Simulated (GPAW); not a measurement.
Runs of GPAW 26.7.0 on PbS. The structure is hexagonal, space group P-6m2 (No. 187). Conventional cell: a = 4.090 Å, b = 4.090 Å, c = 3.788 Å, α = 90.00°, β = 90.00°, γ = 120.00°. Pb (site symmetry -6m2) is surrounded by 6 S at 3.03 Å. S (site symmetry -6m2) has 6 Pb at 3.03 Å as nearest neighbours. Measurements of this composition are mostly on another form, of space group No. 225.

| task | level | potentials or basis | cutoff (eV) | kernel | eta | response ecut | scissors | omega2 | other keys | mesh quality | gap on the mesh (eV) | pressure (GPa) |
| --- | --- | --- | --- | --- | --- | --- | --- | --- | --- | --- | --- | --- |
| optical spectrum | LDA | the program's PAW data sets (release 1.2.1) made for this functional, pw | 500 | RPA | 0.05 eV | 120 eV | 0 eV | 20 eV | several, not listed | coarse | none | - |
| eps q | LDA | the program's PAW data sets (release 1.2.1) made for this functional, pw | 500 | RPA | - | 50 eV | - | - | several, not listed | coarse | none | - |
| single point | LDA | the program's PAW data sets (release 1.2.1) made for this functional, pw | 500 | - | - | - | - | - | - | not flagged | none | (a) |
| single point | PBE | GPAW PAW data sets (gpaw-data 1.2.1), pw | 450 | - | - | - | - | - | - | not flagged | none | -0.9 |

Alike in all rows: no spin polarisation; cell as given; k mesh 6 × 6 × 6; smearing fermi-dirac 0.05 eV.

Question: Fill in the values left out.

Answer: (a) -4.9.

Caveats: some runs use coarse meshes; the cutoff is short for stress and forces, so pressures can be off by a GPa or more (some runs); the intraband term hangs on this k mesh (some runs); the long-wavelength limit can be off by a per cent or two (some runs); spectra need much finer meshes, so this one isn't converged (some runs); independent-particle spectra lack excitons (some runs).

A k mesh can miss the band edges, and the runs leave out spin-orbit coupling on Pb.

A gap of «none» marks a metal or a gap under the smearing width.
